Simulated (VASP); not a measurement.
Input of a VASP 6.6.1 run:

INCAR

```
SYSTEM = Nd
  PREC = Accurate
  ENCUT = 600
  EDIFF = 1E-7
  ISMEAR = 0
  SIGMA = 0.1
  LREAL = .FALSE.
  LASPH = .TRUE.
  NELM = 150
  ALGO = Normal
  ISIF = 2
  LWAVE = .FALSE.
  LCHARG = .FALSE.
  ISPIN = 2
  MAGMOM = 3
  LORBIT = 11
  LMAXMIX = 6
  GGA = RP
```

Contents of KPOINTS:

```
Automatic mesh
0
G
  9 9 9
  0 0 0
```

Contents of POSCAR:

```
Nd
1.0
    0.0000000000      2.6049204508      2.6049204508
    2.6049204508      0.0000000000      2.6049204508
    2.6049204508      2.6049204508      0.0000000000
Nd
1
Direct
    0.0000000000      0.0000000000      0.0000000000
```

Potentials or basis: VASP PAW PBE potentials, release 64 (Nd_3), 4f in core.

Launch:

```sh
$ cat potpaw_PBE.64/Nd_3/POTCAR > POTCAR
$ mpirun -np 1 vasp_std > vasp.out
```

Estimate the pressure.

1.6 GPa.

Estimate the net moment.

0.00 μB per cell.

Estimate the band gap on the k mesh.

none (metal or under the smearing width).

Caveat: the magnetic or orbital state may not be the lowest; the PAW data sets were made with another functional, which shifts forces and pressure a little; spin-orbit coupling is left out, which moves the levels of the heavy elements; the 4f electrons are frozen in the core as for a trivalent ion, so they carry no moment and show no levels. The state reached can hang on the start; a lower one may exist.
